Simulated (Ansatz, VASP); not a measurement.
**Two plane-wave programs on Zn**

```
Zn
1.0
     1.55763   -4.94114    0.00000
     1.55763    4.94114    0.00000
     0.00000    0.00000    4.12232
Zn
4
Direct
  0.09800 0.90200 0.91000
  0.59800 0.40200 0.59000
  0.90200 0.09800 0.09000
  0.40200 0.59800 0.41000
```

Alike in both runs: task single point; functional r2SCAN; k mesh 6 × 6 × 4; occupations gaussian, width 0.1 eV; no spin polarisation.

|  | VASP | Ansatz |
| --- | --- | --- |
| version | VASP 6.6.1 | Ansatz 0.2.0 |
| potentials or method | VASP PAW PBE potentials, release 64 (Zn) | scalar-relativistic, plane waves, PAW |
| plane-wave cutoff (eV) | 520 | 500 |
| valence electrons in the cell | 48 | 48 |

|  | VASP | Ansatz | Ansatz less VASP |
| --- | --- | --- | --- |
| gap on the k mesh at the Fermi level (eV) | none | none | - |
| rms of the force components (eV/Å) | 3.498 | 3.408 | -0.0896 |

Atom by atom the forces differ by 0.090 eV/Å (rms over components). A gap of «none» marks a metal or a gap that the smearing closes.

Caveats: the k mesh is coarse (spacing up to 0.38 Å⁻¹), so the values aren't converged; the PAW data sets were made with another functional, which shifts forces and pressure a little (VASP).
